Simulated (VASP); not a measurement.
Write the native input for VASP 6.6.1 that does the following.

```
Task                   : single point
Functional             : PBE
Potentials or basis    : VASP PAW PBE potentials, release 64 (Mo_sv)
Cutoff                 : 520 eV
k mesh                 : 12 × 12 × 1
Occupations            : methfessel-paxton, width 0.1 eV
Spin                   : no spin polarisation
Dipole correction      : yes
Further INCAR settings : ALGO = Fast; EDIFF = 1e-06; NBANDS = 36
```

The structure of Mo lies in POSCAR:

```
Mo
1.0
    3.1228099925      0.0000000000      0.0000000000
    0.0000000000      3.1228099925      0.0000000000
    0.0000000000      0.0000000000     26.5625721684
Mo
4
Direct
    0.5000000000      0.5000000000      0.5856466742
    0.0000000000      0.0000000000      0.6411519798
    0.5000000000      0.5000000000      0.7045501505
    0.0000000000      0.0000000000      0.7564840048
```

The cell was built by a generator and needn't be a form met in nature.

One way to write it, as run:

INCAR

```
SYSTEM = Mo
PREC = Accurate
ENCUT = 520
EDIFF = 1E-6
ISMEAR = 1
SIGMA = 0.1
LREAL = .False.
LASPH = .True.
NELM = 100
ALGO = Fast
ISIF = 2
LWAVE = .False.
LCHARG = .True.
LDIPOL = .True.
IDIPOL = 3
DIPOL = 0.5 0.5 0.672
GGA = PE
LELF = .True.
LVHAR = .True.
LVACPOTAV = .True.
NBANDS = 36
```

KPOINTS

```
Automatic mesh
0
Gamma
  12 12 1
  0 0 0
```

Potentials or basis: VASP PAW PBE potentials, release 64 (Mo_sv).

Launch:

```bash
$ cat potpaw_PBE.64/Mo_sv/POTCAR > POTCAR
$ mpirun -np 1 vasp_std > vasp.out
```

Results of the run:

```json
{"Largest force": "0.690 eV/Å", "Band gap on the k mesh": "none (metal or under the smearing width)", "Work function of the upper face": "3.84 eV", "Work function of the lower face": "3.82 eV"}
```

Wall time 6.3 min on 1 thread of Intel(R) Xeon(R) Platinum 8488C (Sapphire Rapids) (shared host), peak memory 0.43 GiB.
